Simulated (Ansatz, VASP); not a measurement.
# Two plane-wave programs on AgCl

```
Ag Cl
1.0
     0.00000    2.99325    2.99325
     2.99325    0.00000    2.99325
     2.99325    2.99325    0.00000
Ag Cl
1 1
Direct
  0.00000 0.00000 0.00000
  0.25000 0.25000 0.25000
```

Alike in both runs: task single point; functional LDA; k mesh 6 × 6 × 6; no spin polarisation.

|  | VASP | Ansatz |
| --- | --- | --- |
| version | VASP 6.6.1 | Ansatz 0.2.0 |
| potentials or method | VASP PAW LDA potentials, release 64 (Ag, Cl) | plane waves |
| plane-wave cutoff (eV) | 520 | 420 |
| occupations | gaussian, width 0.01 eV | fixed |
| valence electrons in the cell | 18 | 26 |

```tsv
	VASP	Ansatz	Ansatz less VASP
gap on the k mesh at the Fermi level (eV)	0.97	0.94	-0.022
pressure (GPa)	-4.0	-4.0	+0.02
```

The two sets of potentials don't hold the same shells in valence.
